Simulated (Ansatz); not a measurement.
**FeO (Wuestite) under changes of volume**

One of the cells (10.067 Å³/atom); the others are scaled copies at fixed shape and fractional positions:

```
CELL_PARAMETERS angstrom
1.51882 0.87689 2.51958
-1.51882 0.87689 2.51958
0.00000 -1.75378 2.51958
ATOMIC_POSITIONS crystal
Fe 0.00000 0.00000 0.00000
O 0.50000 0.50000 0.50000
```

| Property | Result |
| --- | --- |
| Program | Ansatz 0.2.0 |
| Functional | LDA |
| Potentials or basis | Ansatz PAW |
| Cutoff | 420 eV (not typed: the program's choice for these potentials) |
| k mesh | 9 × 9 × 9 |
| Occupations | fermi-dirac, width 0.05 eV |
| Spin | collinear spin, ferromagnetic start |
| Starting moments | [3.0, 0.0] μB |

```csv
volume (Å³/atom),energy over the lowest point (meV/atom),pressure (GPa),moment (μB per cell)
9.463,0.00,-6.2,3.95
9.664,?,?,?
9.866,24.13,-13.3,4.00
10.067,42.93,-16.5,4.00
10.268,65.53,-19.3,4.00
10.470,91.48,-21.9,4.00
10.671,120.53,-24.1,4.00
```

What does the run at 9.664 Å³/atom give?

Energy over the lowest point 9.80 meV/atom; pressure -9.8 GPa; moment 3.99 μB per cell.

Worked out: A Birch-Murnaghan fit of order 3 (a polynomial in V^(-2/3)) to the other rows has its minimum at 9.22 Å³/atom, just outside them, with B0 = V·E''(V) = 229 GPa and B' = 4.4 at fixed shape and positions, which overstates the stiffness. It gives 9.62 meV/atom at 9.664 Å³/atom, against the run's 9.80, and -dE/dV = -9.7 GPa, against -9.8. A parabola through the other rows of the moment, of slope 0.0947 μB per Å³/atom there, gives 3.97 μB, against the run's 3.99.

Energies are extrapolated to zero smearing.

Caveats: a cell with one magnetic atom can't hold antiferromagnetic order, which such compounds often take; the PAW data sets come from PBE, with cores solved anew for the run's functional, which leaves a small shift of forces and pressure.
